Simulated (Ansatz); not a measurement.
Molecular dynamics on a 2×2×1 supercell (16 atoms) of InSb (NiAs type), relaxed with r2SCAN. Forces come from PBE in the plane-wave code Ansatz: constant energy and volume (NVE), velocities drawn at 1000 K, steps of 2 fs. Classical nuclei, no spin polarisation; a few dozen steps show the first response, not equilibrium. The structure comes from a prototype and may be hypothetical.

```yaml
crystal:
  lattice:
    - [8.4532474161, 0.0, 0.0]
    - [-4.226623708, 7.3207270068, 0.0]
    - [0.0, 0.0, 7.370948232]
  atoms:
    - { symbol: In, position: [0.0, 0.0, 0.0] }
    - { symbol: In, position: [0.0, 0.0, 0.5] }
    - { symbol: Sb, position: [0.1666666667, 0.3333333333, 0.25] }
    - { symbol: Sb, position: [0.3333333333, 0.1666666667, 0.75] }
    - { symbol: In, position: [0.0, 0.5, 0.0] }
    - { symbol: In, position: [0.0, 0.5, 0.5] }
    - { symbol: Sb, position: [0.1666666667, 0.8333333333, 0.25] }
    - { symbol: Sb, position: [0.3333333333, 0.6666666667, 0.75] }
    - { symbol: In, position: [0.5, 0.0, 0.0] }
    - { symbol: In, position: [0.5, 0.0, 0.5] }
    - { symbol: Sb, position: [0.6666666667, 0.3333333333, 0.25] }
    - { symbol: Sb, position: [0.8333333333, 0.1666666667, 0.75] }
    - { symbol: In, position: [0.5, 0.5, 0.0] }
    - { symbol: In, position: [0.5, 0.5, 0.5] }
    - { symbol: Sb, position: [0.6666666667, 0.8333333333, 0.25] }
    - { symbol: Sb, position: [0.8333333333, 0.6666666667, 0.75] }
kpoints:
  mp_grid: { grid: [3, 3, 3] }
hamiltonian:
  xc: pbe
scf:
  occupations: { method: fermi_dirac, width: 0.086 }
md:
  ensemble: nve
  temperature: 1000
  timestep: 2.0
  n_steps: 30
  initial_velocities: maxwell_boltzmann
  seed: 6257
```

Run as `ansatz run input.yaml --threads 4 --pin off --max-ram 3686MiB --backend cpu --events-out ev --progress --plain --runs-dir out`. It ended after 7.7 min on 4 threads of Arm Neoverse N1, with other jobs on the host, load about 0.9 per core; peak host memory 2.2 GiB.

```
step  t (fs)  T (K)  free energy F from step 0 (meV/atom)  kinetic energy (meV/atom)  largest force (eV/Å)
   0       0   1000                                   0.0                      121.2                  0.00
   1       2    999                                   0.1                      121.0                  0.06
   2       4    996                                   0.5                      120.7                  0.11
   3       6    990                                   1.2                      120.0                  0.17
   4       8    983                                   2.1                      119.1                  0.23
   5      10    973                                   3.3                      117.9                  0.30
   6      12    961                                   4.7                      116.4                  0.36
   7      14    947                                   6.4                      114.8                  0.43
   8      16    931                                   8.3                      112.8                  0.50
   9      18    914                                  10.5                      110.7                  0.57
  10      20    894                                  12.8                      108.3                  0.64
  11      22    873                                  15.4                      105.8                  0.72
```

The temperature goes from 1000 K to 873 K in 22 fs. The conserved energy stays within 0.00 meV an atom. By the last step the atoms have moved 0.10 Å in the root mean square, the drift of the whole cell taken out, 0.13 Å at most. The job's limit cut the run after 11 of 30 steps.

Positions (Å) and forces (eV/Å) at step 11:
```
In   0.028   0.013   0.021     0.088  -0.070   0.039
In  -0.017  -0.122   3.739     0.274   0.223  -0.241
Sb  -0.068   2.406   1.812     0.094   0.137   0.188
Sb   2.070   1.292   5.602     0.239  -0.465  -0.490
In  -2.110   3.596  -0.074     0.078   0.066   0.369
In  -2.075   3.653   3.770    -0.190   0.015  -0.382
Sb  -2.154   6.057   1.857     0.219   0.000   0.023
Sb   0.024   4.943   5.504    -0.021  -0.030   0.164
In   4.307  -0.030   0.021    -0.363   0.247  -0.196
In   4.231   0.016   3.690    -0.128   0.211  -0.054
Sb   4.134   2.457   1.790     0.259   0.005   0.258
Sb   6.458   1.208   5.477    -0.418  -0.085   0.083
In   2.063   3.583  -0.050    -0.036   0.541   0.314
In   2.060   3.752   3.665     0.147  -0.157  -0.064
Sb   2.122   6.183   1.791     0.069  -0.386   0.101
Sb   4.287   4.906   5.613    -0.310  -0.252  -0.112
```
